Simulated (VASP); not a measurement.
# Ga4As3P (Cm) in VASP: notebook

One crystal, Ga4As3P, is run at these levels: PBEsol, LDA; tasks: band structure.

Program: VASP 6.6.1. These are calculated values, not measurements. Logs are shortened: lines on timing, memory, paths and dates and some standing lists are left out, and cuts for length are marked.

## Step 1: The structure

The structure is monoclinic, space group Cm (No. 8). Conventional cell: a = 13.310 Å, b = 4.013 Å, c = 6.951 Å, α = 90.00°, β = 100.02°, γ = 90.00°. Ga (site symmetry m) is surrounded by 3 As at 2.46 Å and 1 P at 2.46 Å. Ga (site symmetry m) has 3 As at 2.46 Å and 1 P at 2.46 Å as nearest neighbours. Ga (site symmetry m) has 4 As at 2.46 Å as nearest neighbours. Ga (site symmetry m) has 2 As at 2.46 Å and 2 P at 2.46 Å as nearest neighbours. As (site symmetry m) has 4 Ga at 2.46 Å as nearest neighbours. As (site symmetry m) is surrounded by 4 Ga at 2.46 Å. Around As (site symmetry m) lie 4 Ga at 2.46 Å. P (site symmetry m) is surrounded by 4 Ga at 2.46 Å.

The cell comes from a database or a generator and needn't be the stable form of this composition.

## Step 2: Band structure, PBEsol

The input, POSCAR:

```
Ga4As3P
1.0
   -2.8377714100      2.8377714100      0.0000000000
   -2.8377714100     -5.6755428200      2.8377714100
    2.8377714100      2.8377714100      5.6755428200
Ga As P
4 3 1
Direct
    0.0000000000      0.0000000000      0.0000000000
    0.7500000000      0.5000000000      0.2500000000
    0.5000000000      0.0000000000      0.5000000000
    0.2500000000      0.5000000000      0.7500000000
    0.5625000000      0.1250000000      0.1875000000
    0.3125000000      0.6250000000      0.4375000000
    0.0625000000      0.1250000000      0.6875000000
    0.8125000000      0.6250000000      0.9375000000
```

The input, INCAR.step1:

```
ALGO = Normal ; EDIFF = 1E-6
ENCUT = 520 ; GGA = PS
ISIF = 2 ; ISMEAR = 0
KPAR = 2 ; LASPH = True
LCHARG = True ; LREAL = False
LWAVE = False ; NBANDS = 46
NELM = 60 ; PREC = Accurate
SIGMA = 0.02
```

The input, KPOINTS.step1:

```
k-points
0
Gamma
  7 7 4
```

The input, INCAR.step2:

```
ALGO = Normal ; EDIFF = 1E-6
ENCUT = 520 ; GGA = PS
ICHARG = 11 ; ISIF = 2
ISMEAR = 0 ; KPAR = 2
LASPH = True ; LCHARG = False
LREAL = False ; LWAVE = False
NBANDS = 46 ; NELM = 60
PREC = Accurate ; SIGMA = 0.05
```

The input, KPOINTS.step2:

```
path GYFLI,I1ZF1,YX1,XGN,MG
15
line-mode
reciprocal
 0.0000000000  0.0000000000  0.0000000000  G
 0.0000000000 -0.5000000000  1.0000000000  Y

 0.0000000000 -0.5000000000  1.0000000000  Y
 0.0000000000  0.2031250000  1.2812500000  F

 0.0000000000  0.2031250000  1.2812500000  F
 0.0000000000 -0.5000000000  0.5000000000  L

 0.0000000000 -0.5000000000  0.5000000000  L
 0.4687500000 -0.7343750000  0.5000000000  I

 0.5312500000 -0.2656250000 -0.5000000000  I1
 0.0000000000  0.0000000000 -0.5000000000  Z

 0.0000000000  0.0000000000 -0.5000000000  Z
 0.0000000000 -1.2031250000 -0.2812500000  F1

 0.0000000000 -0.5000000000  1.0000000000  Y
 0.3125000000 -0.6562500000  1.0000000000  X1

 0.6875000000 -0.3437500000  0.0000000000  X
 0.0000000000  0.0000000000  0.0000000000  G

 0.0000000000  0.0000000000  0.0000000000  G
 0.5000000000 -0.5000000000  0.5000000000  N

 0.5000000000 -0.5000000000  0.0000000000  M
 0.0000000000  0.0000000000  0.0000000000  G
```

Potentials or basis: VASP PAW PBE potentials, release 64 (Ga_d, As, P).

The run is started by

```console
> cat potpaw_PBE.64/Ga_d/POTCAR potpaw_PBE.64/As/POTCAR potpaw_PBE.64/P/POTCAR > POTCAR
> cp INCAR.step1 INCAR
> cp KPOINTS.step1 KPOINTS
> mpirun -np 2 vasp_std > vasp.out
> cp INCAR.step2 INCAR
> cp KPOINTS.step2 KPOINTS
> mpirun -np 2 vasp_std > vasp.out
```

OUTCAR:

```text
EDIFF = 1E-6
   ENCUT = 520
   GGA = PS
   ICHARG = 11
   ISIF = 2
   ISMEAR = 0
   LASPH = True
   LREAL = False
   NELM = 60
   PREC = Accurate

 ion  position               nearest neighbor table
   1  0.000  0.000  0.000-   5 2.46   5 2.46   7 2.46   8 2.46
   2  0.750  0.500  0.250-   6 2.46   5 2.46   6 2.46   8 2.46
   3  0.500  0.000  0.500-   7 2.46   5 2.46   6 2.46   7 2.46
   4  0.250  0.500  0.750-   8 2.46   6 2.46   7 2.46   8 2.46
   5  0.562  0.125  0.188-   1 2.46   2 2.46   3 2.46   1 2.46
   6  0.312  0.625  0.438-   2 2.46   3 2.46   4 2.46   2 2.46
   7  0.062  0.125  0.688-   1 2.46   3 2.46   4 2.46   3 2.46
   8  0.812  0.625  0.938-   1 2.46   2 2.46   4 2.46   4 2.46

  LATTYP: Found a base centered monoclinic cell.
 ALAT       =    13.3103277442
 B/A-ratio  =     0.3015113446
 C/A-ratio  =     0.5222329679
 COS(beta)  =    -0.1740776560

  Lattice vectors:

 A1 = (  -5.6755428200,  -2.8377714100,   2.8377714100)
 A2 = (  -2.8377714100,  -5.6755428200,   2.8377714100)
 A3 = (   2.8377714100,   2.8377714100,   5.6755428200)

Analysis of symmetry for initial positions (statically):
=====================================================================
 Subroutine PRICEL returns:
 Original cell was already a primitive cell.

 Routine SETGRP: Setting up the symmetry group for a
 base centered monoclinic supercell.

 Subroutine GETGRP returns: Found  2 space group operations
 (whereof  2 operations were pure point group operations)
 out of a pool of  4 trial point group operations.

The static configuration has the point symmetry C_1h.

Analysis of symmetry for dynamics (positions and initial velocities):
=====================================================================
 Subroutine PRICEL returns:
 Original cell was already a primitive cell.

 Routine SETGRP: Setting up the symmetry group for a
 base centered monoclinic supercell.

 Subroutine GETGRP returns: Found  2 space group operations
 (whereof  2 operations were pure point group operations)
 out of a pool of  4 trial point group operations.

The dynamic configuration has the point symmetry C_1h.

 Subroutine INISYM returns: Found  2 space group operations
 (whereof  2 operations are pure point group operations),
 and found     1 'primitive' translations

----------------------------------------------------------------------------------------

                                     Primitive cell

  volume of cell :     182.8194

  direct lattice vectors                    reciprocal lattice vectors
    -2.837771410  2.837771410  0.000000000    -0.220243251  0.132145950  0.044048650
    -2.837771410 -5.675542820  2.837771410    -0.088097300 -0.088097300  0.088097300
     2.837771410  2.837771410  5.675542820     0.044048650  0.044048650  0.132145950

  length of vectors
     4.013214815  6.951091961  6.951091961     0.260595329  0.152589000  0.146092845

  position of ions in fractional coordinates (direct lattice)
     0.000000000  0.000000000  0.000000000
     0.750000000  0.500000000  0.250000000
     0.500000000  0.000000000  0.500000000
     0.250000000  0.500000000  0.750000000
     0.562500000  0.125000000  0.187500000
     0.312500000  0.625000000  0.437500000
     0.062500000  0.125000000  0.687500000
     0.812500000  0.625000000  0.937500000

  ion indices of the primitive-cell ions
   primitive index   ion index
                 1           1
                 2           2
                 3           3
                 4           4
                 5           5
                 6           6
                 7           7
                 8           8

----------------------------------------------------------------------------------------

 KPOINTS: path GYFLI,I1ZF1,YX1,XGN,MG

Interpolating k-points between supplied coordinates.

 Line segments in fractional coordinates (reciprocal lattice):
    0.000000  0.000000  0.000000  ...  0.000000 -0.500000  1.000000
    0.000000 -0.500000  1.000000  ...  0.000000  0.203125  1.281250
    0.000000  0.203125  1.281250  ...  0.000000 -0.500000  0.500000
    0.000000 -0.500000  0.500000  ...  0.468750 -0.734375  0.500000
    0.531250 -0.265625 -0.500000  ...  0.000000  0.000000 -0.500000
    0.000000  0.000000 -0.500000  ...  0.000000 -1.203125 -0.281250
    0.000000 -0.500000  1.000000  ...  0.312500 -0.656250  1.000000
    0.687500 -0.343750  0.000000  ...  0.000000  0.000000  0.000000
    0.000000  0.000000  0.000000  ...  0.500000 -0.500000  0.500000
    0.500000 -0.500000  0.000000  ...  0.000000  0.000000  0.000000

 Generated    15 points on each line segment, for a total of    150 k-points:

 Following reciprocal coordinates:
            Coordinates               Weight
  0.000000  0.000000  0.000000      0.006667
  0.000000 -0.035714  0.071429      0.006667
  0.000000 -0.071429  0.142857      0.006667
  0.000000 -0.107143  0.214286      0.006667
  0.000000 -0.142857  0.285714      0.006667
[... 33 lines left out ...]
   PSTRESS=    0.0 pullay stress
   NELECT =      72.0000    total number of electrons
   NUPDOWN=      -1.0000    fix difference up-down
   EMIN   =  10.00;   EMAX   =-10.00  energy-range for DOS
   EFERMI =   0.00;   METHOD = LEGACY
   ISMEAR =     0;   SIGMA  =   0.05  broadening in eV -4-tet -1-fermi 0-gaus
   EFERMI_NEDOS =   21; number of points for ismear=-14 and -15
   IALGO  =     38    algorithm
   IMIX   =      4    mixing-type and parameters
     AMIX     =   0.40;   BMIX     =  1.00
     AMIX_MAG =   1.60;   BMIX_MAG =  1.00
  volume/ion in A,a.u.               =      22.85       154.22
  Fermi-wavevector in a.u.,A,eV,Ry     =   1.199992  2.267656 19.592120  1.439980
  Thomas-Fermi vector in A             =   2.335840
   LORBIT       =      0    0 simple, 1 ext, 2 COOP (PROOUT), +10 PAW based schemes
   GGA     = PS    functional components
   LHFCALC =     F    Hartree Fock is set to
   AEXX    =    0.0000 exact exchange contribution
   IVDW    =     0    specifies the selected vdW correction
   LEPSILON=     F    determine dielectric tensor
   LRPA    =     F    only Hartree local field effects (RPA)
 non-spin polarized calculation
 Gauss-broadening in eV      SIGMA  =   0.05
  energy-cutoff  :      520.00
  volume of cell :      182.82
 maximum number of plane-waves:      4958

 number of electron      72.0000044 magnetization

 Free energy of the ion-electron system (eV)
  ---------------------------------------------------
  ext. energy  EPLUGINS =         0.00000000
  ---------------------------------------------------
  free energy    TOTEN  =       -32.36346880 eV

  energy without entropy =      -32.36346880  energy(sigma->0) =      -32.36346880

 E-fermi :   3.8677     XC(G=0):  -9.6619

 val. band max:        3.6256605061   @ k =   0.0000   0.0000   0.0000
 cond. band min:       4.0976024462   @ k =   0.0000   0.0000   0.0000
 fundamental gap:      0.4719419401
 Fermi energy:         3.8677314230

 k-point     1 :       0.0000    0.0000    0.0000
  band No.  band energies     occupation
      1     -11.1384      2.00000
      2     -11.1314      2.00000
      3     -11.0818      2.00000
      4     -11.0499      2.00000
      5     -11.0462      2.00000
      6     -11.0397      2.00000
[... 38 lines left out ...]
     45       8.2181      0.00000
     46       8.2364      0.00000

 k-point     2 :       0.0000   -0.0357    0.0714
  band No.  band energies     occupation
      1     -11.1379      2.00000
      2     -11.1313      2.00000
      3     -11.0818      2.00000
      4     -11.0497      2.00000
      5     -11.0464      2.00000
      6     -11.0397      2.00000
[... 38 lines left out ...]
     45       8.1732      0.00000
     46       8.2779      0.00000

 k-point     3 :       0.0000   -0.0714    0.1429
  band No.  band energies     occupation
      1     -11.1366      2.00000
      2     -11.1310      2.00000
      3     -11.0820      2.00000
      4     -11.0491      2.00000
      5     -11.0472      2.00000
      6     -11.0397      2.00000
[... 1018 lines left out ...]
     45       8.0377      0.00000
     46       8.4617      0.00000

 k-point    24 :       0.0000   -0.0982    1.1607
  band No.  band energies     occupation
      1     -11.1362      2.00000
      2     -11.1307      2.00000
      3     -11.0824      2.00000
      4     -11.0488      2.00000
      5     -11.0479      2.00000
      6     -11.0391      2.00000
[... 38 lines left out ...]
     45       8.0171      0.00000
     46       8.5157      0.00000

 [... further k-points ...]

------------------------ aborting loop because EDIFF is reached ----------------------------------------

  FORCE on cell =-STRESS in cart. coord.  units (eV):
  Direction    XX          YY          ZZ          XY          YZ          ZX
  --------------------------------------------------------------------------------------
  -------------------------------------------------------------------------------------
  Total        4.4860783      4.4860783      3.3476929     -5.8517475      0.5558791      0.5558790
  in kB       39.3147228     39.3147228     29.3382346    -51.2830620      4.8715673      4.8715668
  external PRESSURE =      35.9892268 kB  Pullay stress =       0.0000000 kB

 VOLUME and BASIS-vectors are now :
 -----------------------------------------------------------------------------
  energy-cutoff  :      520.00
  volume of cell :      182.82
      direct lattice vectors                 reciprocal lattice vectors
    -2.837771410  2.837771410  0.000000000    -0.220243251  0.132145950  0.044048650
    -2.837771410 -5.675542820  2.837771410    -0.088097300 -0.088097300  0.088097300
     2.837771410  2.837771410  5.675542820     0.044048650  0.044048650  0.132145950

 POSITION                                       TOTAL-FORCE (eV/Angst)
 -----------------------------------------------------------------------------------
      0.00000      0.00000      0.00000         0.356201      0.356201     -0.578470
     -2.83777      0.00000      2.83777        -0.299665     -0.299665     -0.586696
      0.00000      2.83777      2.83777         0.020059      0.020059     -0.254760
      0.00000      0.00000      5.67554         0.041350      0.041350      0.395876
     -1.41889      1.41889      1.41889        -0.021501     -0.021501      0.215205
     -1.41889     -1.41889      4.25666        -0.046638     -0.046638      0.250321
      1.41889      1.41889      4.25666        -0.015632     -0.015632      0.276257
     -1.41889      1.41889      7.09443        -0.034173     -0.034173      0.282266
 -----------------------------------------------------------------------------------
    total drift:                               -0.004150     -0.004170      0.152918

  FREE ENERGIE OF THE ION-ELECTRON SYSTEM (eV)
  ---------------------------------------------------
  free  energy   TOTEN  =       -32.3634688048 eV

  energy  without entropy=      -32.3634688048  energy(sigma->0) =      -32.36346880
```

Run time: 7.4 min. Hardware: 2 MPI ranks of Intel Xeon Platinum 8559C (Emerald Rapids), shared host; peak memory 0.99 GiB.

Results:

```yaml
Band_gap_on_the_k_mesh: 0.47 eV, direct
Band_gap_along_the_path: 0.47 eV, direct
```

Levels at the corners of the path, in eV from the valence-band top:
| point | band 32 | band 33 | band 34 | band 35 | band 36 | band 37 | band 38 | band 39 | band 40 | band 41 |
| --- | --- | --- | --- | --- | --- | --- | --- | --- | --- | --- |
| Γ | -1.09 | -1.09 | -0.01 | 0.00 | 0.00 | 0.47 | 0.98 | 2.15 | 2.20 | 3.72 |
| Y | -1.09 | -0.70 | -0.69 | -0.60 | -0.60 | 0.98 | 1.41 | 1.44 | 1.47 | 1.63 |
| Y | -1.09 | -0.70 | -0.69 | -0.60 | -0.60 | 0.98 | 1.41 | 1.44 | 1.47 | 1.63 |
| F | -1.25 | -1.17 | -1.03 | -0.88 | -0.87 | 1.73 | 1.87 | 2.25 | 2.51 | 3.02 |
| F | -1.25 | -1.17 | -1.03 | -0.88 | -0.87 | 1.73 | 1.87 | 2.25 | 2.51 | 3.02 |
| L | -2.02 | -1.95 | -1.93 | -0.73 | -0.64 | 2.06 | 2.11 | 2.25 | 2.28 | 3.25 |
| L | -2.02 | -1.95 | -1.93 | -0.73 | -0.64 | 2.06 | 2.11 | 2.25 | 2.28 | 3.25 |
| I | -2.40 | -2.27 | -2.26 | -1.41 | -1.37 | 1.69 | 1.70 | 2.07 | 2.12 | 2.48 |
| I1 | -2.40 | -2.27 | -2.26 | -1.41 | -1.37 | 1.69 | 1.70 | 2.07 | 2.12 | 2.48 |
| Z | -1.66 | -1.15 | -1.12 | -1.09 | -1.06 | 2.31 | 2.41 | 2.46 | 2.52 | 3.39 |
| Z | -1.66 | -1.15 | -1.12 | -1.09 | -1.06 | 2.31 | 2.41 | 2.46 | 2.52 | 3.39 |
| F1 | -1.25 | -1.17 | -1.03 | -0.88 | -0.87 | 1.73 | 1.87 | 2.25 | 2.51 | 3.02 |
| Y | -1.09 | -0.70 | -0.69 | -0.60 | -0.60 | 0.98 | 1.41 | 1.44 | 1.47 | 1.63 |
| X1 | -2.46 | -2.23 | -1.95 | -1.58 | -1.55 | 2.14 | 2.74 | 2.83 | 3.38 | 3.62 |
| X | -2.46 | -2.23 | -1.95 | -1.58 | -1.55 | 2.14 | 2.74 | 2.83 | 3.38 | 3.62 |
| Γ | -1.09 | -1.09 | -0.01 | 0.00 | 0.00 | 0.47 | 0.98 | 2.15 | 2.20 | 3.72 |
| Γ | -1.09 | -1.09 | -0.01 | 0.00 | 0.00 | 0.47 | 0.98 | 2.15 | 2.20 | 3.72 |
| N | -2.57 | -1.96 | -1.95 | -1.09 | -1.09 | 0.98 | 1.46 | 1.63 | 2.15 | 2.20 |
| M | -2.95 | -2.56 | -2.55 | -1.68 | -1.65 | 2.94 | 2.94 | 2.99 | 3.05 | 4.11 |
| Γ | -1.09 | -1.09 | -0.01 | 0.00 | 0.00 | 0.47 | 0.98 | 2.15 | 2.20 | 3.72 |

Caveat: the log is that of the step along the path at fixed density, whose energy, stress, charges and moments have no meaning; the PAW data sets were made with another functional, which shifts forces and pressure a little.

## Step 3: Band structure, LDA

This run uses another cell than the first one, of 21.41 Å³/atom, 0.937 times its volume.

The input, POSCAR:

```
Ga4As3P                                 
1.0
   -2.7932199681      2.7932199681     -0.0000000000
   -2.7679411194     -5.5611610875      2.7668669112
    2.7721152919      2.7721152919      5.5210084659
  Ga              As              P             
     4     3     1
Direct
     0.9946272710749662    0.9892545421499321    0.9988303261557486
     0.7511436064786819    0.5022872129573641    0.2429914965643022
     0.5015704706191574    0.0031409412383146    0.5002436981818432
     0.2525839698034249    0.5051679396068498    0.7583368698602826
     0.5617803056229028    0.1235606112458052    0.1842303641089409
     0.3127062103727553    0.6254124207455106    0.4377709786088728
     0.0634964042547299    0.1269928085094599    0.6906857643517920
     0.8120917617733820    0.6241835235467637    0.9369105021682174
```

The input, INCAR.step1:

```
  PREC = Accurate
  ENCUT = 300
  EDIFF = 1E-7
  ISMEAR = 0
  SIGMA = 0.02
  LREAL = False
  LASPH = True
  NELM = 100
  ALGO = Fast
  ISIF = 2
  LWAVE = False
  LCHARG = True
  GGA = CA
  KPAR = 2
```

The input, KPOINTS.step1:

```
Automatic mesh
0
Gamma
  4 4 2
```

The input, INCAR.step2:

```
  PREC = Accurate
  ENCUT = 300
  EDIFF = 1E-7
  ISMEAR = 0
  SIGMA = 0.05
  LREAL = False
  LASPH = True
  NELM = 100
  ALGO = Fast
  ISIF = 2
  LWAVE = False
  LCHARG = False
  GGA = CA
  ICHARG = 11
  KPAR = 2
```

Edit KPOINTS.step2 of step 2 so:

```diff
@@ -1,3 +1,3 @@
 path GYFLI,I1ZF1,YX1,XGN,MG
-15
+10
 line-mode
```

Potentials or basis: VASP PAW LDA potentials, release 64 (Ga_d, As, P).

The run is started by

```console
> cat potpaw_LDA.64/Ga_d/POTCAR potpaw_LDA.64/As/POTCAR potpaw_LDA.64/P/POTCAR > POTCAR
> cp INCAR.step1 INCAR
> cp KPOINTS.step1 KPOINTS
> mpirun -np 2 vasp_std > vasp.out
> cp INCAR.step2 INCAR
> cp KPOINTS.step2 KPOINTS
> mpirun -np 2 vasp_std > vasp.out
```

It took 2.4 min on 2 MPI ranks of Intel Xeon Platinum 8488C (Sapphire Rapids), shared host; peak memory 0.34 GiB.

The run converged. Its results:

```
Band gap on the k mesh  : 0.78 eV, direct
Band gap along the path : 0.78 eV, direct
```

Levels at the corners of the path, in eV from the valence-band top:
```
point  band 33  band 34  band 35  band 36  band 37  band 38  band 39  band 40
    Γ    -1.23    -0.06    -0.04     0.00     0.78     1.02     1.88     2.14
    Y    -0.88    -0.83    -0.64    -0.58     0.99     1.21     1.31     1.55
    Y    -0.88    -0.83    -0.64    -0.58     0.99     1.21     1.31     1.55
    F    -1.40    -1.13    -0.99    -0.97     1.58     1.81     2.28     2.57
    F    -1.40    -1.13    -0.99    -0.97     1.58     1.81     2.28     2.57
    L    -2.17    -2.08    -0.95    -0.69     1.75     2.02     2.32     2.38
    L    -2.17    -2.08    -0.95    -0.69     1.75     2.02     2.32     2.38
    I    -2.54    -2.40    -1.57    -1.47     1.47     1.65     2.14     2.25
   I1    -2.54    -2.40    -1.57    -1.47     1.47     1.65     2.14     2.25
    Z    -1.35    -1.32    -1.18    -1.17     1.99     2.41     2.54     2.58
    Z    -1.35    -1.32    -1.18    -1.17     1.99     2.41     2.54     2.58
   F1    -1.40    -1.13    -0.99    -0.97     1.58     1.81     2.28     2.57
    Y    -0.88    -0.83    -0.64    -0.58     0.99     1.21     1.31     1.55
   X1    -2.49    -2.15    -1.80    -1.66     2.04     2.74     2.84     3.53
    X    -2.49    -2.15    -1.80    -1.66     2.04     2.74     2.84     3.53
    Γ    -1.23    -0.06    -0.04     0.00     0.78     1.02     1.88     2.14
    Γ    -1.23    -0.06    -0.04     0.00     0.78     1.02     1.88     2.14
    N    -2.25    -2.03    -1.24    -1.18     1.06     1.27     1.55     2.04
    M    -2.88    -2.77    -1.96    -1.78     2.87     2.99     3.13     3.15
    Γ    -1.23    -0.06    -0.04     0.00     0.78     1.02     1.88     2.14
```

Caveat: the k mesh is coarse (spacing up to 0.47 Å⁻¹), so the values aren't converged; the cutoff is under 1.25 times the usual one of these potentials, so pressure, stress and relaxed cells hold a basis-set (Pulay) error; the log is that of the step along the path at fixed density, whose energy, stress, charges and moments have no meaning. LDA gaps usually lie below the measured ones, often by a third to a half.
